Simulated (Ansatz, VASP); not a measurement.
**SnSe2 in VASP and in Ansatz**

```
CELL_PARAMETERS angstrom
3.82516 0.00000 0.00000
-1.91258 3.31269 0.00000
0.00000 0.00000 6.22706
ATOMIC_POSITIONS crystal
Sn 0.00000 0.00000 0.00000
Se 0.33333 0.66667 0.25308
Se 0.66667 0.33333 0.74692
```

Alike in both runs: task single point; functional PBE; k mesh 12 × 12 × 4; no spin polarisation.

|  | VASP | Ansatz |
| --- | --- | --- |
| version | VASP 6.6.1 | Ansatz 0.2.0 |
| potentials or method | VASP PAW PBE potentials, release 64 (Sn_d, Se) | plane waves, PAW |
| plane-wave cutoff (eV) | 520 | 420 |
| occupations | gaussian, width 0.01 eV | fixed |
| valence electrons in the cell | 26 | 46 |

Ansatz gave:

- gap on the k mesh at the Fermi level (eV): 0.74
- pressure (GPa): 2.9
- largest component of the traceless stress (GPa): 0.11
- rms of the force components (eV/Å): 0.123

Question: Estimate VASP's values.

Answer: gap on the k mesh at the Fermi level (eV): 0.74; pressure (GPa): 3.0; largest component of the traceless stress (GPa): 0.12; rms of the force components (eV/Å): 0.130.

Atom by atom the forces differ by 0.007 eV/Å (rms over components). The two sets of potentials don't hold the same shells in valence.

Caveats: spin-orbit coupling is left out, which moves the levels of the heavy elements; this functional lacks dispersion, which binds the layers, so the pressure and a relaxed spacing across them are unreliable. A k mesh can miss the band edges.
